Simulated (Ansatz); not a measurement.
Crystal: TiH2.

```
CELL_PARAMETERS angstrom
-1.59650 1.59650 2.13350
1.59650 -1.59650 2.13350
1.59650 1.59650 -2.13350
ATOMIC_POSITIONS crystal
Ti 0.00000 0.00000 0.00000
H 0.25000 0.75000 0.50000
H 0.75000 0.25000 0.50000
```

| Property | Result |
| --- | --- |
| Program | Ansatz 0.2.0 |
| Task | relaxation of cell and atoms |
| Functional | BLYP |
| Dispersion | D3(BJ) |
| Potentials or basis | Ansatz PAW |
| Cutoff | 420 eV (not typed: the program's choice for these potentials) |
| k mesh | 12 × 12 × 12 |
| Occupations | fermi-dirac, width 0.02 eV |
| Spin | no spin polarisation |

At the start: volume 7.25 Å³/atom.

Task: Where does the relaxation end?

Result: It ends after 8 steps and the volume is 6.71 Å³/atom (-7.4 %); space group I4/mmm (No. 139, to 0.05 Å).

Step by step:
| step | energy change (eV) | largest force (eV/Å) | volume (Å³) |
| --- | --- | --- | --- |
| 1 | 0.0000 | 0.0000 | 21.75 |
| 2 | -0.0497 | 0.0000 | 19.58 |
| 3 | -0.0572 | 0.0000 | 20.22 |
| 4 | -0.0575 | 0.0000 | 20.15 |
| 5 | -0.0575 | 0.0000 | 20.15 |
| 6 | -0.0552 | 0.0000 | 20.15 |
| 7 | -0.0552 | 0.0000 | 20.14 |
| 8 | -0.0552 | 0.0000 | 20.14 |

Final structure:
```yaml
crystal:
  lattice:
    - [-1.56573, 1.56573, 2.05339]
    - [1.56573, -1.56573, 2.05339]
    - [1.56573, 1.56573, -2.05339]
  atoms:
    - { symbol: Ti, position: [0.00000, 0.00000, 0.00000] }
    - { symbol: H, position: [0.25000, 0.75000, 0.50000] }
    - { symbol: H, position: [0.75000, 0.25000, 0.50000] }
```

Caveat: the plane-wave basis is chosen anew once the cell has moved, so the energies of steps on either side of that aren't comparable; the PAW data sets come from PBE, with cores solved anew for the run's functional, which leaves a small shift of forces and pressure.
